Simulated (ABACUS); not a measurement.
# KBr (Fm-3m) in ABACUS: a series of runs

One crystal, KBr, is run at these levels: r2SCAN; tasks: band structure, equation of state.

Program: ABACUS 3.10.1. These are calculated values, not measurements. Logs are shortened: lines on timing, memory, paths and dates and some standing lists are left out, and cuts for length are marked.

**1. The structure**

Symmetry: Fm-3m, No. 225, cubic system. Conventional cell: a = 6.600 Å, b = 6.600 Å, c = 6.600 Å, α = 90.00°, β = 90.00°, γ = 90.00°. Br (site symmetry m-3m) is surrounded by 6 K at 3.30 Å. K (site symmetry m-3m) has 6 Br at 3.30 Å as nearest neighbours.

**2. Band structure, r2SCAN**

Contents of INPUT:

```
INPUT_PARAMETERS
suffix              KBr
calculation         nscf
basis_type          pw
pseudo_dir          ./
symmetry            -1
dft_functional      MGGA_X_R2SCAN+MGGA_C_R2SCAN
ecutwfc             86.0
pseudo_rcut         10
nspin               1
nbands              18
ks_solver           dav
smearing_method     fd
smearing_sigma      0.00367493
scf_thr             1e-08
scf_nmax            100
mixing_type         broyden
mixing_beta         0.7
mixing_tau          1
init_chg            file
pw_diag_thr         1e-07
out_band            1
kpar                4
```

Contents of STRU:

```
ATOMIC_SPECIES
Br 79.9040 Br_ONCV_PBE-1.2.upf
K 39.0983 K_ONCV_PBE-1.2.upf

LATTICE_CONSTANT
1.8897261246

LATTICE_VECTORS
0.0000000000 3.3000000000 3.3000000000
3.3000000000 0.0000000000 3.3000000000
3.3000000000 3.3000000000 0.0000000000

ATOMIC_POSITIONS
Direct

Br
0.0
1
0.5000000000 0.5000000000 0.5000000000 1 1 1

K
0.0
1
0.0000000000 0.0000000000 0.0000000000 1 1 1
```

Contents of KPT:

```
K_POINTS
12
Line
0.00000000 0.00000000 0.00000000 10 // G
0.50000000 0.00000000 0.50000000 10 // X
0.50000000 0.25000000 0.75000000 10 // W
0.37500000 0.37500000 0.75000000 10 // K
0.00000000 0.00000000 0.00000000 10 // G
0.50000000 0.50000000 0.50000000 10 // L
0.62500000 0.25000000 0.62500000 10 // U
0.50000000 0.25000000 0.75000000 10 // W
0.50000000 0.50000000 0.50000000 10 // L
0.37500000 0.37500000 0.75000000 1 // K
0.62500000 0.25000000 0.62500000 10 // U
0.50000000 0.00000000 0.50000000 1 // X
```

Potentials or basis: SG15 ONCV 1.2 PBE, plane waves.

Run with:

```sh
$ OMP_NUM_THREADS=1 mpirun -np 4 abacus > log
```

running log:

```text
ABACUS v3.10.1

               Atomic-orbital Based Ab-initio Computation at UStc

 ------------------------------------------------------------------------------------

 READING GENERAL INFORMATION
                           global_out_dir = OUT.KBr/
                           global_in_card = INPUT
                               pseudo_dir = ./
[... 8 lines left out ...]

 READING ATOM TYPE 1
                               atom label = Br
                      L=0, number of zeta = 1
                      L=1, number of zeta = 1
                      L=2, number of zeta = 1
             number of atom for this type = 1

 READING ATOM TYPE 2
                               atom label = K
                      L=0, number of zeta = 1
                      L=1, number of zeta = 1
                      L=2, number of zeta = 1
             number of atom for this type = 1

                        TOTAL ATOM NUMBER = 2
DIRECT COORDINATES
    atom                   x                   y                   z     mag                  vx                  vy                  vz
taud_Br1            0.5000000000        0.5000000000        0.5000000000  0.0000        0.0000000000        0.0000000000        0.0000000000
taud_K1            0.0000000000        0.0000000000        0.0000000000  0.0000        0.0000000000        0.0000000000        0.0000000000

                          Volume (Bohr^3) = 485.03
                             Volume (A^3) = 71.8739

 Lattice vectors: (Cartesian coordinate: in unit of a_0)
                   +0                +3.3                +3.3
                 +3.3                  +0                +3.3
                 +3.3                +3.3                  +0
 Reciprocal vectors: (Cartesian coordinate: in unit of 2 pi/a_0)
            -0.151515           +0.151515           +0.151515
            +0.151515           -0.151515           +0.151515
            +0.151515           +0.151515           -0.151515
 The esolver type has been set to : ksdft_pw

                PAO radial cut off (Bohr) = 10

 Read in pseudopotential file is Br_ONCV_PBE-1.2.upf
                     pseudopotential type = NC
          exchange-correlation functional = PBE
                 nonlocal core correction = 0
                        valence electrons = 7
                                     lmax = 2
                           number of zeta = 0
                     number of projectors = 6
                           L of projector = 0
                           L of projector = 0
                           L of projector = 1
                           L of projector = 1
                           L of projector = 2
                           L of projector = 2
 XC functional updated to : MGGA_X_R2SCAN+MGGA_C_R2SCAN
          exchange-correlation functional = MGGA_X_R2SCAN+MGGA_C_R2SCAN
                PAO radial cut off (Bohr) = 10

 Read in pseudopotential file is K_ONCV_PBE-1.2.upf
                     pseudopotential type = NC
          exchange-correlation functional = PBE
                 nonlocal core correction = 0
                        valence electrons = 9
                                     lmax = 2
                           number of zeta = 0
                     number of projectors = 6
                           L of projector = 0
                           L of projector = 0
                           L of projector = 1
                           L of projector = 1
[... 45 lines left out ...]
mixing_beta: 0.7
mixing_gg0: 1
mixing_gg0_min: 0.1
mixing_ndim: 8
----------- Double Check Mixing Parameters End ------------

 SETUP K-POINTS
                                    nspin = 1
                                   nkstot = 102
K-POINTS DIRECT COORDINATES
 KPOINTS    DIRECT_X    DIRECT_Y    DIRECT_Z  WEIGHT
       1  0.00000000  0.00000000  0.00000000  1.0000
       2  0.05000000  0.00000000  0.05000000  1.0000
       3  0.10000000  0.00000000  0.10000000  1.0000
       4  0.15000000  0.00000000  0.15000000  1.0000
       5  0.20000000  0.00000000  0.20000000  1.0000
       6  0.25000000  0.00000000  0.25000000  1.0000
[... 22 lines left out ...]
      29  0.40000000  0.35000000  0.75000000  1.0000
      30  0.38750000  0.36250000  0.75000000  1.0000
[... 72 further k points ...]

           k-point number in this process = 26
       minimum distributed K point number = 25

[... K-POINTS CARTESIAN COORDINATES: 26 rows ...]

[... K-POINTS DIRECT COORDINATES: 26 rows ...]

 SETUP PLANE WAVES FOR WAVE FUNCTIONS
     energy cutoff for wavefunc (unit:Ry) = 86
              fft grid for wave functions = [ 54, 54, 54 ]
                    number of plane waves = 7799
                         number of sticks = 511

 PARALLEL PW FOR WAVE FUNCTIONS
     PROC   COLUMNS(POT)             PW
        1            511           7799
 --------------- sum -------------------
        1            511           7799

 SETUP NONLOCAL PSEUDOPOTENTIALS IN PLANE WAVE BASIS
 Br non-local projectors:
 projector 1 L=0
 projector 2 L=0
 projector 3 L=1
 projector 4 L=1
 projector 5 L=2
 projector 6 L=2
 K non-local projectors:
 projector 1 L=0
 projector 2 L=0
 projector 3 L=1
 projector 4 L=1
 projector 5 L=2
 projector 6 L=2
      TOTAL NUMBER OF NONLOCAL PROJECTORS = 36

 Init Non-Local PseudoPotential table :
 Init Non-Local-Pseudopotential done.

                                     npwx = 6600

 -------------------------------------------
 NONSELF-CONSISTENT
 -------------------------------------------
                                 init_chg = file
 try to read charge from file
 Read in the charge density: OUT.KBr//KBr-CHARGE-DENSITY.restart
 try to read kinetic energy density from file
 Read in the kinetic energy density: OUT.KBr//KBr-TAU-DENSITY.restart

 PW ALGORITHM --------------- ION=   1  ELEC=   1--------------------------------

 k(1/102) Iter steps (avg)=29 threshold=1e-07

 k(2/102) Iter steps (avg)=31 threshold=1e-07

 k(3/102) Iter steps (avg)=27 threshold=1e-07
[... 27 lines left out ...]
 k(22/102) Iter steps (avg)=24 threshold=1e-07
 k(23/102) Iter steps (avg)=23 threshold=1e-07
 k(24/102) Iter steps (avg)=28 threshold=1e-07
 k(25/102) Iter steps (avg)=23 threshold=1e-07
 k(26/102) Iter steps (avg)=22 threshold=1e-07
[... levels at 26 k points of this process ...]

 Density error is 0.00000000000
                          Error Threshold = 1.00000000000e-07
----------------------------------------------------------
     Energy           Rydberg                 eV
----------------------------------------------------------
 E_KohnSham     -84.1634885460       -1145.1030077837
 E_KS(sigma->0) -84.1634885460       -1145.1030077837
 E_Harris       -84.1634885460       -1145.1030077837
 E_band         -10.6415385628       -144.7855599403
 E_one_elec     -30.9415797627       -420.9817898939
 E_Hartree      19.6514553016        267.3717660938
 E_xc           -14.0754889166       -191.5068514009
 E_Ewald        -58.7978751684       -799.9861325826
 E_entropy(-TS) 0.0000000000         0.0000000000
 E_descf        0.0000000000         0.0000000000
 E_exx          0.0000000000         0.0000000000
 E_Fermi        0.1920893345         2.6135094737
----------------------------------------------------------

 charge density convergence is achieved
 final etot is -1145.1030078 eV
 EFERMI = 2.6135094737 eV

 STATE ENERGY(eV) AND OCCUPATIONS    NSPIN == 1
 1/26 kpoint (Cartesian) = 0.0000 0.0000 0.0000 (6423 pws)
       1       -28.3003      0.0196078
       2       -12.1574      0.0196078
       3       -10.8641      0.0196078
       4       -10.8641      0.0196078
       5       -10.8641      0.0196078
       6       0.710391      0.0196078
[... 98 lines left out ...]
       5       -10.7908      0.0196078
       6     0.00485476      0.0196078
[... 10 lines left out ...]
      17        14.2825        0.00000
      18        15.0224        0.00000

[... levels at 20 further k points ...]

 --------------------------------------------
 !FINAL_ETOT_IS -1145.103007783676 eV
 --------------------------------------------

 Output bands in file: OUT.KBr/BANDS_1.dat
```

Run time: 1.8 min. Hardware: 4 MPI ranks of Intel Xeon Platinum 8488C (Sapphire Rapids), shared host; peak memory 0.64 GiB.

What came out:

```
Band gap along the path : 4.96 eV, direct
```

Levels at the corners of the path, in eV from the Fermi level:
```
point  band 5  band 6  band 7  band 8  band 9  band 10  band 11  band 12
    Γ  -13.46   -1.89   -1.89   -1.89    3.07     6.35     6.35     6.35
    X  -13.50   -2.72   -2.18   -2.18    4.45     6.04     8.20     8.37
    W  -13.38   -2.49   -2.49   -2.42    6.03     6.03     7.17     7.92
    K  -13.40   -2.60   -2.53   -2.22    5.20     7.03     7.14     8.13
    Γ  -13.46   -1.89   -1.89   -1.89    3.07     6.35     6.35     6.35
    L  -13.25   -3.07   -2.22   -2.22    5.16     6.98     8.70     8.70
    U  -13.40   -2.60   -2.53   -2.22    5.20     7.03     7.14     8.13
    W  -13.38   -2.49   -2.49   -2.42    6.03     6.03     7.17     7.92
    L  -13.25   -3.07   -2.22   -2.22    5.16     6.98     8.70     8.70
    K  -13.40   -2.60   -2.53   -2.22    5.20     7.03     7.14     8.13
    U  -13.40   -2.60   -2.53   -2.22    5.20     7.03     7.14     8.13
    X  -13.50   -2.72   -2.18   -2.18    4.45     6.04     8.20     8.37
```

Caveat: the density is read from an earlier self-consistent run, whose mesh may be coarse; the potentials were made for another functional, which shifts forces and pressure.

**3. Equation of state, r2SCAN, 33.78 Å³/atom (volume scaled by 0.94)**

Contents of INPUT:

```
INPUT_PARAMETERS
suffix              KBr
calculation         scf
basis_type          pw
pseudo_dir          ./
latname             fcc
symmetry            1
dft_functional      MGGA_X_R2SCAN+MGGA_C_R2SCAN
ecutwfc             86
pseudo_rcut         10
nspin               1
nbands              12
ks_solver           dav
smearing_method     fd
smearing_sigma      0.00367493
scf_thr             1e-08
scf_nmax            100
mixing_type         broyden
mixing_beta         0.7
cal_force           1
cal_stress          1
mixing_tau          1
kpar                4
```

Contents of STRU:

```
ATOMIC_SPECIES
Br 79.9040 Br_ONCV_PBE-1.2.upf
K 39.0983 K_ONCV_PBE-1.2.upf

LATTICE_CONSTANT
12.2175864425

ATOMIC_POSITIONS
Direct

Br
0.0
1
0.5000000000 0.5000000000 0.5000000000 1 1 1

K
0.0
1
0.0000000000 0.0000000000 0.0000000000 1 1 1
```

Contents of KPT:

```
K_POINTS
0
Gamma
4 4 4 0 0 0
```

Potentials or basis: SG15 ONCV 1.2 PBE, plane waves.

Run with:

```sh
$ OMP_NUM_THREADS=1 mpirun -np 4 abacus > log
```

running log:

```text
ABACUS v3.10.1

               Atomic-orbital Based Ab-initio Computation at UStc

 ------------------------------------------------------------------------------------

 READING GENERAL INFORMATION
                           global_out_dir = OUT.KBr/
                           global_in_card = INPUT
                               pseudo_dir = ./
                              orbital_dir =
                                    DSIZE = 4
                                    GSIZE = 1

 READING UNITCELL INFORMATION
                                    ntype = 2
                  lattice constant (Bohr) = 12.2176
              lattice constant (Angstrom) = 6.46527

 READING ATOM TYPE 1
[... 337 lines left out ...]
 2/2 kpoint (Cartesian) = -0.25000 0.25000 0.25000 (6120 pws)
       1       -27.7347       0.250000
       2       -11.8903       0.250000
       3       -10.3110       0.250000
       4       -10.3110       0.250000
       5       -10.1745       0.250000
       6       0.404979       0.250000
       7       0.946680       0.250000
       8       0.946680       0.250000
       9        7.58800    7.26043e-28
      10        9.27322    1.67256e-42
      11        10.1789    2.27168e-50
      12        10.1789    2.27168e-50

------------------------------------------------------------------------------------------
 TOTAL-FORCE (eV/Angstrom)
------------------------------------------------------------------------------------------
                       Br1         0.0000000000         0.0000000000         0.0000000000
                        K1         0.0000000000         0.0000000000         0.0000000000
------------------------------------------------------------------------------------------

----------------------------------------------------------------
 TOTAL-STRESS (KBAR)
----------------------------------------------------------------
        12.4744571475         0.0000000000         0.0000000000
         0.0000000000        12.4744571475        -0.0000000000
         0.0000000000         0.0000000000        12.4744571475
----------------------------------------------------------------
 TOTAL-PRESSURE: 12.474457 KBAR

 --------------------------------------------
 !FINAL_ETOT_IS -1145.1114430016768893 eV
 --------------------------------------------
```

stdout:

```text
ABACUS v3.10.1

               Atomic-orbital Based Ab-initio Computation at UStc

 dft_functional readin is: MGGA_X_R2SCAN+MGGA_C_R2SCAN
 dft_functional in pseudopot file is: PBE
 Please make sure this is what you need
[... 39 lines left out ...]
 DA7     -1.14511144e+03  -8.74240572e-07   7.1543e-09   2.9596e-04   1.51
----------------------------------------------------------------
 TOTAL-STRESS (KBAR)
----------------------------------------------------------------
        12.4744571475         0.0000000000         0.0000000000
         0.0000000000        12.4744571475        -0.0000000000
         0.0000000000         0.0000000000        12.4744571475
----------------------------------------------------------------
 TOTAL-PRESSURE: 12.474457 KBAR
```

Wall time 15 s (4 MPI ranks of Intel Xeon Platinum 8488C (Sapphire Rapids), shared host); peak memory 0.52 GiB.

What came out:

```yaml
Free_energy: -1145.1114 eV
Pressure: 1.2 GPa
Band_gap_on_the_k_mesh: 5.14 eV, direct
```

Caveat: the k mesh is coarse (spacing up to 0.42 Å⁻¹), so the values aren't converged; the potentials were made for another functional, which shifts forces and pressure.

**4. Equation of state, r2SCAN, 35.22 Å³/atom (volume scaled by 0.98)**

INPUT is that of step 3.

STRU: that of step 3 with these lines changed.

```diff
@@ -5,3 +5,3 @@
 LATTICE_CONSTANT
-12.2175864425
+12.3884839111
```

KPT is that of step 3.

Run with:

```sh
$ OMP_NUM_THREADS=1 mpirun -np 4 abacus > log
```

Wall time 16 s (4 MPI ranks of Intel Xeon Platinum 8488C (Sapphire Rapids), shared host); peak memory 0.52 GiB.

Results (log left out):

- Free energy: -1145.1261 eV
- Pressure: 0.4 GPa
- Band gap on the k mesh: 5.02 eV, direct

Caveat: the potentials were made for another functional, which shifts forces and pressure.

**5. Equation of state, r2SCAN, 36.66 Å³/atom (volume scaled by 1.02)**

INPUT is that of step 4.

STRU: that of step 4 with these lines changed.

```diff
@@ -5,3 +5,3 @@
 LATTICE_CONSTANT
-12.3884839111
+12.5547921303
```

KPT is that of step 4.

Run with:

```sh
$ OMP_NUM_THREADS=1 mpirun -np 4 abacus > log
```

Wall time 17 s (4 MPI ranks of Intel Xeon Platinum 8488C (Sapphire Rapids), shared host); peak memory 0.52 GiB.

It converged, with:

```
Free energy            : -1145.1276 eV
Pressure               : -0.2 GPa
Band gap on the k mesh : 4.91 eV, direct
```

Caveat: the potentials were made for another functional, which shifts forces and pressure.

**6. Equation of state, r2SCAN, 38.09 Å³/atom (volume scaled by 1.06)**

INPUT is that of step 5.

STRU: that of step 5 with these lines changed.

```diff
@@ -5,3 +5,3 @@
 LATTICE_CONSTANT
-12.5547921303
+12.7168073178
```

KPT is that of step 5.

Potentials or basis: SG15 ONCV 1.2 PBE, plane waves.

Run with:

```sh
$ OMP_NUM_THREADS=1 mpirun -np 4 abacus > log
```

Wall time 18 s (4 MPI ranks of Intel Xeon Platinum 8488C (Sapphire Rapids), shared host); peak memory 0.56 GiB.

Results (log left out):

```
Free energy            : -1145.1186 eV
Pressure               : -0.8 GPa
Band gap on the k mesh : 4.81 eV, direct
```

Caveat: the potentials were made for another functional, which shifts forces and pressure.

**7. Equation of state, r2SCAN**

Potentials or basis: SG15 ONCV 1.2 PBE, plane waves.

This step only gathers the single runs of the series.

Results:

| Property | Result |
| --- | --- |
| Equilibrium volume | 36.11 Å³/atom |
| Bulk modulus | 15.9 GPa |
| Pressure derivative of the bulk modulus | 4.9 (rough: it moves with the points fitted) |

Energy against volume, from the lowest point:
| volume (Å³/atom) | energy (meV/atom) |
| --- | --- |
| 33.781 | 8.07 |
| 35.218 | 0.73 |
| 36.656 | 0.00 |
| 38.093 | 4.48 |

Caveat: the k mesh is coarse (spacing up to 0.41 Å⁻¹), so the values aren't converged; the potentials were made for another functional, which shifts forces and pressure.
